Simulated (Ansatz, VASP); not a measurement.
**AlNi: VASP beside Ansatz**

The input INCAR:

```
SYSTEM = AlNi
PREC = Accurate
ENCUT = 520
EDIFF = 1E-7
ISMEAR = 0
SIGMA = 0.15
LREAL = .False.
LASPH = .True.
NELM = 60
ALGO = Fast
ISIF = 2
LWAVE = .False.
LCHARG = .False.
GGA = PE
NBANDS = 14
```

File KPOINTS:

```
regular mesh
0
Gamma
  16 16 16
  0 0 0
```

Contents of POSCAR:

```
AlNi
1.0
    2.7657600000      0.0000000000      0.0000000000
    0.0000000000      2.7657600000      0.0000000000
    0.0000000000      0.0000000000      2.9962400000
Al Ni
1 1
Direct
    0.0000000000      0.0000000000      0.0000000000
    0.5000000000      0.5000000000      0.5000000000
```

Input for Ansatz:

```yaml
crystal:
  lattice:
    - [2.76576, 0.0, 0.0]
    - [0.0, 2.76576, 0.0]
    - [0.0, 0.0, 2.99624]
  atoms:
    - { symbol: Al, position: [0.0, 0.0, 0.0] }
    - { symbol: Ni, position: [0.5, 0.5, 0.5] }
basis:
  ecutwfc: 420
kpoints:
  mp_grid: { grid: [16, 16, 16] }
hamiltonian:
  xc: pbe
scf:
  occupations: { method: gaussian, width: 0.15 }
output:
  forces: true
  stress: true
  eigenvalues: true
```

Change from the starting cell: strain -0.040 along x and y, +0.040 along z, atoms carried along.

Alike in both runs: task single point; functional PBE; k mesh 16 × 16 × 16; occupations gaussian, width 0.15 eV; no spin polarisation.

|  | VASP | Ansatz |
| --- | --- | --- |
| version | VASP 6.6.1 | Ansatz 0.2.0 |
| potentials or method | VASP PAW PBE potentials, release 64 (Al, Ni) | scalar-relativistic, plane waves, PAW |
| plane-wave cutoff (eV) | 520 | 420 |
| valence electrons in the cell | 13 | 21 |

|  | VASP | Ansatz | Ansatz less VASP |
| --- | --- | --- | --- |
| gap on the k mesh at the Fermi level (eV) | none | none | - |
| pressure (GPa) | 10.2 | 10.2 | +0.02 |
| largest component of the traceless stress (GPa) | 3.59 | 3.49 | -0.099 |

A gap of «none» marks a metal or a gap that the smearing closes. The two sets of potentials don't hold the same shells in valence.

Spin polarisation is off, so any magnetic state and its effect on volume and gap are missing.
